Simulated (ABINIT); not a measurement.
# HfC (Fm-3m) in ABINIT: further runs

The runs below take HfC through equation of state, with PBE.

Program: ABINIT 10.8.3 (patched build). These are calculated values, not measurements. Logs are shortened: lines on timing, memory, paths and dates and some standing lists are left out, and cuts for length are marked. The log counts tension as positive stress, the text compression.

### Step 1. Starting point

The structure is cubic, space group Fm-3m (No. 225). Conventional cell: a = 4.650 Å, b = 4.650 Å, c = 4.650 Å, α = 90.00°, β = 90.00°, γ = 90.00°. Around Hf (site symmetry m-3m) lie 6 C at 2.33 Å. C (site symmetry m-3m) is surrounded by 6 Hf at 2.33 Å.

### Step 2. Equation of state, PBE

run.abi

```
# Datasets: one volume each
ndtset 7
getwfk -1
scalecart1 3*0.9795861087
scalecart2 3*0.9864848297
scalecart3 3*0.9932883884
scalecart4 3*1.0000000000
scalecart5 3*1.0066227096
scalecart6 3*1.0131594038
scalecart7 3*1.0196128224

# Pseudopotentials
pp_dirpath "./"
pseudos "Hf.upf, C.upf"

# Structure
acell 3.2880465325 3.2880465325 3.2880465325 Angstrom
rprim
     0.0000000000     0.7071067812     0.7071067812
     0.7071067812     0.0000000000     0.7071067812
     0.7071067812     0.7071067812     0.0000000000
ntypat 2
znucl 72 6
natom 2
typat 1 2
xred
     0.5000000000     0.5000000000     0.5000000000
     0.0000000000     0.0000000000     0.0000000000

# Plane-wave basis
ecut 41.0

# k points
kptopt 1
ngkpt 10 10 10
nshiftk 1
shiftk 0.0 0.0 0.0

# Exchange and correlation
ixc 11

# Bands and occupations
nband 12
occopt 3
tsmear 0.00183747

# SCF cycle
nstep 100
tolvrs 1.0e-10

# Output
iomode 3
prtwf 1
prtden 0
prteig 0
prtebands 0
enunit 2
```

Potentials or basis: PseudoDojo NC SR PBE v0.4.1 standard.

The run is started by

```sh
> abinit run.abi > log 2>&1
```

run.abo:

```text
.Version 10.8.3 of ABINIT
 DATASET    1 : space group Fm -3 m (#225); Bravais cF (face-center cubic)
================================================================================
 Values of the parameters that define the memory need for DATASET  1.
     intxc =       0    ionmov =       0      iscf =       7    lmnmax =       8
     lnmax =       8     mgfft =      36  mpssoang =       4    mqgrid =    3001
     natom =       2  nloc_mem =       1    nspden =       1   nspinor =       1
    nsppol =       1      nsym =      48    n1xccc =    2501    ntypat =       2
    occopt =       3   xclevel =       2
       mpw =        2017          nfft =       46656          nkpt =          47
================================================================================
================================================================================
[... 61 lines left out ...]
 DATASET    7 : space group Fm -3 m (#225); Bravais cF (face-center cubic)
================================================================================
 Values of the parameters that define the memory need for DATASET  7.
     intxc =       0    ionmov =       0      iscf =       7    lmnmax =       8
     lnmax =       8     mgfft =      40  mpssoang =       4    mqgrid =    3001
     natom =       2  nloc_mem =       1    nspden =       1   nspinor =       1
    nsppol =       1      nsym =      48    n1xccc =    2501    ntypat =       2
    occopt =       3   xclevel =       2
       mpw =        2279          nfft =       64000          nkpt =          47
================================================================================
================================================================================

--------------------------------------------------------------------------------
------------- Echo of variables that govern the present computation ------------
--------------------------------------------------------------------------------
 -outvars: echo values of preprocessed input variables --------
            acell      6.2135074357E+00  6.2135074357E+00  6.2135074357E+00 Bohr
              amu      1.78490000E+02  1.20110000E+01
             ecut      4.10000000E+01 Hartree
           enunit           2
           getwfk          -1
              ixc          11
           jdtset        1    2    3    4    5    6    7
         kptrlatt       10    0    0      0   10    0      0    0   10
          kptrlen1     6.08666557E+01
          kptrlen2     6.12953082E+01
          kptrlen3     6.17180479E+01
          kptrlen4     6.21350744E+01
          kptrlen5     6.25465769E+01
          kptrlen6     6.29527349E+01
          kptrlen7     6.33537185E+01
            natom           2
            nband          12
           ndtset           7
            ngfft1         36      36      36
            ngfft2         36      36      36
            ngfft3         36      36      36
            ngfft4         36      36      36
            ngfft5         40      40      40
            ngfft6         40      40      40
            ngfft7         40      40      40
             nkpt          47
            nstep         100
             nsym          48
           ntypat           2
           occopt           3
           prtden           0
        prtebands           0
           prteig           0
            rprim1     0.0000000000E+00  6.9267198023E-01  6.9267198023E-01
                       6.9267198023E-01  0.0000000000E+00  6.9267198023E-01
                       6.9267198023E-01  6.9267198023E-01  0.0000000000E+00
            rprim2     0.0000000000E+00  6.9755011263E-01  6.9755011263E-01
                       6.9755011263E-01  0.0000000000E+00  6.9755011263E-01
                       6.9755011263E-01  6.9755011263E-01  0.0000000000E+00
            rprim3     0.0000000000E+00  7.0236095512E-01  7.0236095512E-01
                       7.0236095512E-01  0.0000000000E+00  7.0236095512E-01
                       7.0236095512E-01  7.0236095512E-01  0.0000000000E+00
            rprim4     0.0000000000E+00  7.0710678120E-01  7.0710678120E-01
                       7.0710678120E-01  0.0000000000E+00  7.0710678120E-01
                       7.0710678120E-01  7.0710678120E-01  0.0000000000E+00
            rprim5     0.0000000000E+00  7.1178974407E-01  7.1178974407E-01
                       7.1178974407E-01  0.0000000000E+00  7.1178974407E-01
                       7.1178974407E-01  7.1178974407E-01  0.0000000000E+00
[... 17 lines left out ...]
                       0.0000000000E+00  0.0000000000E+00  0.0000000000E+00
           xangst5     2.3403977999E+00  2.3403977999E+00  2.3403977999E+00
                       0.0000000000E+00  0.0000000000E+00  0.0000000000E+00
           xangst6     2.3555956139E+00  2.3555956139E+00  2.3555956139E+00
                       0.0000000000E+00  0.0000000000E+00  0.0000000000E+00
           xangst7     2.3705998121E+00  2.3705998121E+00  2.3705998121E+00
                       0.0000000000E+00  0.0000000000E+00  0.0000000000E+00
            xcart1     4.3039224996E+00  4.3039224996E+00  4.3039224996E+00
                       0.0000000000E+00  0.0000000000E+00  0.0000000000E+00
            xcart2     4.3342328116E+00  4.3342328116E+00  4.3342328116E+00
                       0.0000000000E+00  0.0000000000E+00  0.0000000000E+00
            xcart3     4.3641250172E+00  4.3641250172E+00  4.3641250172E+00
                       0.0000000000E+00  0.0000000000E+00  0.0000000000E+00
            xcart4     4.3936132428E+00  4.3936132428E+00  4.3936132428E+00
                       0.0000000000E+00  0.0000000000E+00  0.0000000000E+00
            xcart5     4.4227108674E+00  4.4227108674E+00  4.4227108674E+00
                       0.0000000000E+00  0.0000000000E+00  0.0000000000E+00
            xcart6     4.4514305736E+00  4.4514305736E+00  4.4514305736E+00
                       0.0000000000E+00  0.0000000000E+00  0.0000000000E+00
            xcart7     4.4797843990E+00  4.4797843990E+00  4.4797843990E+00
                       0.0000000000E+00  0.0000000000E+00  0.0000000000E+00
             xred      5.0000000000E-01  5.0000000000E-01  5.0000000000E-01
                       0.0000000000E+00  0.0000000000E+00  0.0000000000E+00
            znucl       72.00000    6.00000

================================================================================

 chkinp: Checking input parameters for consistency, jdtset=   1.

 chkinp: Checking input parameters for consistency, jdtset=   2.
[... 33 lines left out ...]
 getcut: wavevector=  0.0000  0.0000  0.0000  ngfft=  36  36  36
         ecut(hartree)=     41.000   => boxcut(ratio)=   2.05195

--- Pseudopotential description ------------------------------------------------
- pspini: atom type   1  psp file is ./Hf.upf
12 -101130 3 -1 1656                          pspcod,pspxc,lmax,lloc,mmax
     nproj     2     2     2     2

- pspini: atom type   2  psp file is ./C.upf
12 -101130 1 -1 1248                          pspcod,pspxc,lmax,lloc,mmax
     nproj     2     2     0     0

   4.20124149E+02                                ecore*ucvol(ha*bohr**3)
--------------------------------------------------------------------------------

================================================================================

--- !BeginCycle
iteration_state: {dtset: 1, }
solver: {iscf: 7, nstep: 100, nline: 4, wfoptalg: 0, }
tolerances: {tolvrs: 1.00E-10, }
...
[... 622 lines left out ...]
 getcut: wavevector=  0.0000  0.0000  0.0000  ngfft=  40  40  40
         ecut(hartree)=     41.000   => boxcut(ratio)=   2.21870

 getcut : COMMENT -
  Note that boxcut > 2.2 ; recall that boxcut=Gcut(box)/Gcut(sphere) = 2
  is sufficient for exact treatment of convolution.
  Such a large boxcut is a waste : you could raise ecut
  e.g. ecut=   50.457142 Hartrees makes boxcut=2

--------------------------------------------------------------------------------

-inwffil : will read wavefunctions from disk file runo_DS4_WFK.nc

================================================================================
[... 152 lines left out ...]
 getcut: wavevector=  0.0000  0.0000  0.0000  ngfft=  40  40  40
         ecut(hartree)=     41.000   => boxcut(ratio)=   2.20439

 getcut : COMMENT -
  Note that boxcut > 2.2 ; recall that boxcut=Gcut(box)/Gcut(sphere) = 2
  is sufficient for exact treatment of convolution.
  Such a large boxcut is a waste : you could raise ecut
  e.g. ecut=   49.808164 Hartrees makes boxcut=2

--------------------------------------------------------------------------------

-inwffil : will read wavefunctions from disk file runo_DS5_WFK.nc

================================================================================
[... 282 lines left out ...]
-Cartesian components of stress tensor (GPa)         [Pressure= -1.1952E+01 GPa]
- sigma(1 1)=  1.19517246E+01  sigma(3 2)=  0.00000000E+00
- sigma(2 2)=  1.19517246E+01  sigma(3 1)=  0.00000000E+00
- sigma(3 3)=  1.19517246E+01  sigma(2 1)=  0.00000000E+00

== END DATASET(S) ==============================================================
================================================================================

 -outvars: echo values of variables after computation  --------
            acell      6.2135074357E+00  6.2135074357E+00  6.2135074357E+00 Bohr
           etotal1    -6.2502518067E+01
           etotal2    -6.2504140202E+01
           etotal3    -6.2505089218E+01
           etotal4    -6.2505429174E+01
           etotal5    -6.2505218123E+01
           etotal6    -6.2504508454E+01
           etotal7    -6.2503347806E+01
            fcart1    -0.0000000000E+00 -0.0000000000E+00 -0.0000000000E+00
                      -0.0000000000E+00 -0.0000000000E+00 -0.0000000000E+00
            fcart2    -0.0000000000E+00 -0.0000000000E+00 -0.0000000000E+00
                      -0.0000000000E+00 -0.0000000000E+00 -0.0000000000E+00
            fcart3    -0.0000000000E+00 -0.0000000000E+00 -0.0000000000E+00
                      -0.0000000000E+00 -0.0000000000E+00 -0.0000000000E+00
            fcart4    -0.0000000000E+00 -0.0000000000E+00 -0.0000000000E+00
                      -0.0000000000E+00 -0.0000000000E+00 -0.0000000000E+00
            fcart5    -0.0000000000E+00 -0.0000000000E+00 -0.0000000000E+00
                      -0.0000000000E+00 -0.0000000000E+00 -0.0000000000E+00
[... 38 lines left out ...]
                       0.0000000000E+00  0.0000000000E+00  0.0000000000E+00
           xangst1     2.2775377028E+00  2.2775377028E+00  2.2775377028E+00
                       0.0000000000E+00  0.0000000000E+00  0.0000000000E+00
           xangst2     2.2935772291E+00  2.2935772291E+00  2.2935772291E+00
                       0.0000000000E+00  0.0000000000E+00  0.0000000000E+00
           xangst3     2.3093955031E+00  2.3093955031E+00  2.3093955031E+00
                       0.0000000000E+00  0.0000000000E+00  0.0000000000E+00
           xangst4     2.3250000000E+00  2.3250000000E+00  2.3250000000E+00
                       0.0000000000E+00  0.0000000000E+00  0.0000000000E+00
           xangst5     2.3403977999E+00  2.3403977999E+00  2.3403977999E+00
                       0.0000000000E+00  0.0000000000E+00  0.0000000000E+00
           xangst6     2.3555956139E+00  2.3555956139E+00  2.3555956139E+00
                       0.0000000000E+00  0.0000000000E+00  0.0000000000E+00
           xangst7     2.3705998121E+00  2.3705998121E+00  2.3705998121E+00
                       0.0000000000E+00  0.0000000000E+00  0.0000000000E+00
             xred      5.0000000000E-01  5.0000000000E-01  5.0000000000E-01
                       0.0000000000E+00  0.0000000000E+00  0.0000000000E+00
 Calculation completed.
```

It took 3.9 min on 1 thread of Arm Neoverse V1, shared host; peak memory 0.1 GiB.

What came out:

* Equilibrium volume: 12.59 Å³/atom
* Bulk modulus: 237 GPa
* Pressure derivative of the bulk modulus: 4.0

Energy against volume, from the lowest point:
| volume (Å³/atom) | energy (meV/atom) |
| --- | --- |
| 11.814 | 39.61 |
| 12.065 | 17.54 |
| 12.317 | 4.63 |
| 12.568 | 0.00 |
| 12.819 | 2.87 |
| 13.071 | 12.53 |
| 13.322 | 28.32 |

Caveat: pressures at fixed basis lie under the slope of the energies.

### Step 3. Equation of state, PBE

run.abi is that of step 2.

Potentials or basis: PseudoDojo NC SR PBE v0.5 standard.

The run is started by

```sh
> abinit run.abi > log 2>&1
```

run.abo:

```text
.Version 10.8.3 of ABINIT
 DATASET    1 : space group Fm -3 m (#225); Bravais cF (face-center cubic)
================================================================================
 Values of the parameters that define the memory need for DATASET  1.
     intxc =       0    ionmov =       0      iscf =       7    lmnmax =       8
     lnmax =       8     mgfft =      36  mpssoang =       4    mqgrid =    3001
     natom =       2  nloc_mem =       1    nspden =       1   nspinor =       1
    nsppol =       1      nsym =      48    n1xccc =    2501    ntypat =       2
    occopt =       3   xclevel =       2
       mpw =        2017          nfft =       46656          nkpt =          47
================================================================================
================================================================================
[... 61 lines left out ...]
 DATASET    7 : space group Fm -3 m (#225); Bravais cF (face-center cubic)
================================================================================
 Values of the parameters that define the memory need for DATASET  7.
     intxc =       0    ionmov =       0      iscf =       7    lmnmax =       8
     lnmax =       8     mgfft =      40  mpssoang =       4    mqgrid =    3001
     natom =       2  nloc_mem =       1    nspden =       1   nspinor =       1
    nsppol =       1      nsym =      48    n1xccc =    2501    ntypat =       2
    occopt =       3   xclevel =       2
       mpw =        2279          nfft =       64000          nkpt =          47
================================================================================
================================================================================
[... 1250 lines left out ...]
           etotal2    -6.2504140202E+01
           etotal3    -6.2505089218E+01
           etotal4    -6.2505429174E+01
           etotal5    -6.2505218123E+01
           etotal6    -6.2504508454E+01
           etotal7    -6.2503347806E+01
            fcart1    -0.0000000000E+00 -0.0000000000E+00 -0.0000000000E+00
                      -0.0000000000E+00 -0.0000000000E+00 -0.0000000000E+00
            fcart2    -0.0000000000E+00 -0.0000000000E+00 -0.0000000000E+00
                      -0.0000000000E+00 -0.0000000000E+00 -0.0000000000E+00
            fcart3    -0.0000000000E+00 -0.0000000000E+00 -0.0000000000E+00
                      -0.0000000000E+00 -0.0000000000E+00 -0.0000000000E+00
            fcart4    -0.0000000000E+00 -0.0000000000E+00 -0.0000000000E+00
                      -0.0000000000E+00 -0.0000000000E+00 -0.0000000000E+00
            fcart5    -0.0000000000E+00 -0.0000000000E+00 -0.0000000000E+00
                      -0.0000000000E+00 -0.0000000000E+00 -0.0000000000E+00
[... 38 lines left out ...]
                       0.0000000000E+00  0.0000000000E+00  0.0000000000E+00
           xangst1     2.2775377028E+00  2.2775377028E+00  2.2775377028E+00
                       0.0000000000E+00  0.0000000000E+00  0.0000000000E+00
           xangst2     2.2935772291E+00  2.2935772291E+00  2.2935772291E+00
                       0.0000000000E+00  0.0000000000E+00  0.0000000000E+00
           xangst3     2.3093955031E+00  2.3093955031E+00  2.3093955031E+00
                       0.0000000000E+00  0.0000000000E+00  0.0000000000E+00
           xangst4     2.3250000000E+00  2.3250000000E+00  2.3250000000E+00
                       0.0000000000E+00  0.0000000000E+00  0.0000000000E+00
           xangst5     2.3403977999E+00  2.3403977999E+00  2.3403977999E+00
                       0.0000000000E+00  0.0000000000E+00  0.0000000000E+00
           xangst6     2.3555956139E+00  2.3555956139E+00  2.3555956139E+00
                       0.0000000000E+00  0.0000000000E+00  0.0000000000E+00
           xangst7     2.3705998121E+00  2.3705998121E+00  2.3705998121E+00
                       0.0000000000E+00  0.0000000000E+00  0.0000000000E+00
             xred      5.0000000000E-01  5.0000000000E-01  5.0000000000E-01
                       0.0000000000E+00  0.0000000000E+00  0.0000000000E+00
 Calculation completed.
```

It took 4 min on 1 thread of Arm Neoverse V1, shared host; peak memory 0.11 GiB.

Results:

* Equilibrium volume: 12.59 Å³/atom
* Bulk modulus: 237 GPa
* Pressure derivative of the bulk modulus: 4.0

Energy against volume, from the lowest point:
```tsv
volume (Å³/atom)	energy (meV/atom)
11.814	39.61
12.065	17.54
12.317	4.63
12.568	0.00
12.819	2.87
13.071	12.53
13.322	28.32
```

Caveat: pressures at fixed basis lie under the slope of the energies. The run has no spin-orbit coupling, so splittings on Hf are missing.

### Step 4. Equation of state, PBE

Edit run.abi of step 3 so:

```diff
@@ -13,3 +13,3 @@
 pp_dirpath "./"
-pseudos "Hf.upf, C.upf"
+pseudos "Hf_ONCV_PBE-1.2.upf, C_ONCV_PBE-1.2.upf"
 
@@ -30,3 +30,3 @@
 # Plane-wave basis
-ecut 41.0
+ecut 40.0
 
@@ -42,3 +42,3 @@
 # Bands and occupations
-nband 12
+nband 19
 occopt 3
```

Potentials or basis: SG15 NC PBE v1.2.

The run is started by

```sh
> abinit run.abi > log 2>&1
```

Run time: 6.9 min. Hardware: 1 thread of Arm Neoverse V1, shared host; peak memory 0.11 GiB.

The run converged. Its results:

```yaml
Equilibrium_volume: 12.59 Å³/atom
Bulk_modulus: 234 GPa
Pressure_derivative_of_the_bulk_modulus: 4.0
```

Energy against volume, from the lowest point:
| volume (Å³/atom) | energy (meV/atom) |
| --- | --- |
| 11.814 | 38.82 |
| 12.065 | 17.13 |
| 12.317 | 4.47 |
| 12.568 | 0.00 |
| 12.819 | 2.94 |
| 13.071 | 12.58 |
| 13.322 | 28.28 |

Caveat: pressures at fixed basis lie under the slope of the energies. Spin-orbit coupling is left out, which matters for the levels of Hf.

### Step 5. Equation of state, PBE

Edit run.abi of step 4 so:

```diff
@@ -13,3 +13,3 @@
 pp_dirpath "./"
-pseudos "Hf_ONCV_PBE-1.2.upf, C_ONCV_PBE-1.2.upf"
+pseudos "Hf.upf, C.upf"
 
@@ -30,3 +30,3 @@
 # Plane-wave basis
-ecut 40.0
+ecut 42.0
```

Potentials or basis: Ansatz NC PBE.

The run is started by

```sh
> abinit run.abi > log 2>&1
```

Wall time 8.5 min (1 thread of Arm Neoverse V1, shared host); peak memory 0.12 GiB.

It converged, with:

| Quantity | Value |
| --- | --- |
| Equilibrium volume | 12.59 Å³/atom |
| Bulk modulus | 233 GPa |
| Pressure derivative of the bulk modulus | 3.9 |

Energy against volume, from the lowest point:
```csv
volume (Å³/atom),energy (meV/atom)
11.814,38.38
12.065,16.90
12.317,4.39
12.568,0.00
12.819,2.98
13.071,12.63
13.322,28.32
```

Caveat: pressures at fixed basis lie under the slope of the energies. The run has no spin-orbit coupling, so splittings on Hf are missing.

### Step 6. Equation of state, PBE

Edit run.abi of step 5 so:

```diff
@@ -13,3 +13,3 @@
 pp_dirpath "./"
-pseudos "Hf.upf, C.upf"
+pseudos "72_Hf_12_2.3_3.0_pbe_n_v1.0.psp8, 06_C_4_1.2_1.2_pbe_n_v1.0.psp8"
 
@@ -30,3 +30,3 @@
 # Plane-wave basis
-ecut 42.0
+ecut 35.0
 
@@ -42,3 +42,3 @@
 # Bands and occupations
-nband 19
+nband 12
 occopt 3
```

Potentials or basis: SPMS NC PBE v1.0.

The run is started by

```sh
> abinit run.abi > log 2>&1
```

It took 3.1 min on 1 thread of Arm Neoverse V1, shared host; peak memory 0.11 GiB.

Results (log left out):

| Property | Result |
| --- | --- |
| Equilibrium volume | 12.60 Å³/atom |
| Bulk modulus | 236 GPa |
| Pressure derivative of the bulk modulus | 4.0 |

Energy against volume, from the lowest point:
| volume (Å³/atom) | energy (meV/atom) |
| --- | --- |
| 11.814 | 39.71 |
| 12.065 | 17.64 |
| 12.317 | 4.68 |
| 12.568 | 0.00 |
| 12.819 | 2.80 |
| 13.071 | 12.37 |
| 13.322 | 28.07 |

Caveat: pressures at fixed basis lie under the slope of the energies. The run has no spin-orbit coupling, so splittings on Hf are missing.

(Part 1 of 2 ends here.)
